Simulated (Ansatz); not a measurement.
**Hf2S: convergence and cost**

This session on Hf2S sets out to relax the cell with several choices of dispersion correction.

Computed with Ansatz 0.2.0 (DFT PBEsol, scalar-relativistic, plane waves, PAW for the base; runs at other levels say so in their headings and inputs, unless a step's input says otherwise).

1 further run of the same task is left out (set aside as unsound or not needed). Runs told in other sessions of the task aren't counted.

### Step 1. The system as given

It takes space group P6_3/mmc (No. 194, hexagonal). Conventional cell: a = 3.374 Å, b = 3.374 Å, c = 11.717 Å, α = 90.00°, β = 90.00°, γ = 120.00°. Around Hf (site symmetry 3m) lie 3 S at 2.62 Å. S (site symmetry -6m2) has 6 Hf at 2.62 Å in its first shell of neighbours.

Coordinates:

```
Hf S
1.0
     3.37427    0.00000    0.00000
    -1.68714    2.92221    0.00000
     0.00000    0.00000   11.71741
Hf S
4 2
Cartesian
  1.6871 0.9741 10.5435
  0.0000 1.9481 4.6848
  1.6871 0.9741 7.0327
  0.0000 1.9481 1.1739
  0.0000 0.0000 8.7881
  0.0000 0.0000 2.9294
```

The structure comes from the Materials Project (structure only); it is used as listed.

### Step 2. The base input

input.yaml reads:

```yaml
crystal:
  lattice:
    - [3.3742737662, 0.0, 0.0]
    - [-1.6871368831, 2.9222068008, 0.0]
    - [0.0, 0.0, 11.71740703]
  atoms:
    - { symbol: Hf, position: [0.66666667, 0.33333333, 0.89981164] }
    - { symbol: Hf, position: [0.33333333, 0.66666667, 0.39981164] }
    - { symbol: Hf, position: [0.66666667, 0.33333333, 0.60018836] }
    - { symbol: Hf, position: [0.33333333, 0.66666667, 0.10018836] }
    - { symbol: S, position: [0.0, 0.0, 0.75] }
    - { symbol: S, position: [0.0, 0.0, 0.25] }
basis:
  ecutwfc: 420
kpoints:
  mp_grid: { grid: [12, 12, 4] }
hamiltonian:
  xc: pbesol
scf:
  occupations: { method: gaussian, width: 0.1 }
output:
  forces: true
  stress: true
  eigenvalues: true
  populations: true
```

It was run beforehand and gave: -10694.7505 eV/atom at zero smearing, pressure -2.84 GPa, largest force 0.195 eV/Å, no gap on the mesh, in 8 SCF cycles and 31 s.

### Step 3. Relaxing with dispersion correction D3(BJ)

input.yaml reads:

```yaml
crystal:
  lattice:
    - [3.3742737662, 0.0, 0.0]
    - [-1.6871368831, 2.9222068008, 0.0]
    - [0.0, 0.0, 11.71740703]
  atoms:
    - { symbol: Hf, position: [0.6666666667, 0.3333333333, 0.89981164] }
    - { symbol: Hf, position: [0.3333333333, 0.6666666667, 0.39981164] }
    - { symbol: Hf, position: [0.6666666667, 0.3333333333, 0.60018836] }
    - { symbol: Hf, position: [0.3333333333, 0.6666666667, 0.10018836] }
    - { symbol: S, position: [0.0, 0.0, 0.75] }
    - { symbol: S, position: [0.0, 0.0, 0.25] }
basis:
  ecutwfc: 420
kpoints:
  mp_grid: { grid: [12, 12, 4] }
hamiltonian:
  xc: pbesol
  dispersion: d3bj
scf:
  occupations: { method: gaussian, width: 0.1 }
output:
  forces: true
  stress: true
  eigenvalues: true
relax:
  adjacent_minimum: "off"
  f_tol: 0.01
  max_steps: 60
  cell: { stress_tol: 0.05 }
```

Started as:

```
> ansatz run input.yaml --threads 1 --pin off --max-ram 2560MiB --backend cpu --events-out ev --progress --plain --runs-dir out
```

### Step 4. Relaxation, dispersion correction: D3(BJ)+ATM

input.yaml: that of step 3 with these lines changed.

```diff
@@ -18,3 +18,3 @@
   xc: pbesol
-  dispersion: d3bj
+  dispersion: d3bjatm
 scf:
```

### Step 5. Relaxing with dispersion correction D4

input.yaml: that of step 4 with these lines changed.

```diff
@@ -18,3 +18,3 @@
   xc: pbesol
-  dispersion: d3bjatm
+  dispersion: d4
 scf:
```

### Step 6. Relaxation, dispersion correction: r2SCAN, rVV10

input.yaml: that of step 5 with these lines changed.

```diff
@@ -13,3 +13,3 @@
 basis:
-  ecutwfc: 420
+  ecutwfc: 500
 kpoints:
@@ -17,4 +17,4 @@
 hamiltonian:
-  xc: pbesol
-  dispersion: d4
+  xc: r2scan
+  dispersion: rvv10
 scf:
```

(Steps that only read results are left out.)

**Question.** What does this series show? Wanted: relaxed volume by dispersion correction.

**Answer**, as computed:

```
                                         quantity                                                                                                                                value
relaxed volume by dispersion correction (Å³/atom)  PBEsol, none: 18.85; PBEsol, D3(BJ): 18.31; PBEsol, D3(BJ)+ATM: 18.39; PBEsol, D4: 18.68; r2SCAN, none: 19.38; r2SCAN, rVV10: 19.19
```

What this shows: The relaxed volumes span 5.9 %, from PBEsol, D3(BJ) (smallest) to r2SCAN, none (largest). The pair corrections change the volume by up to -2.9 %; an added attraction shrinks any cell somewhat, needed or not. The runs treat Hf without spin-orbit coupling.
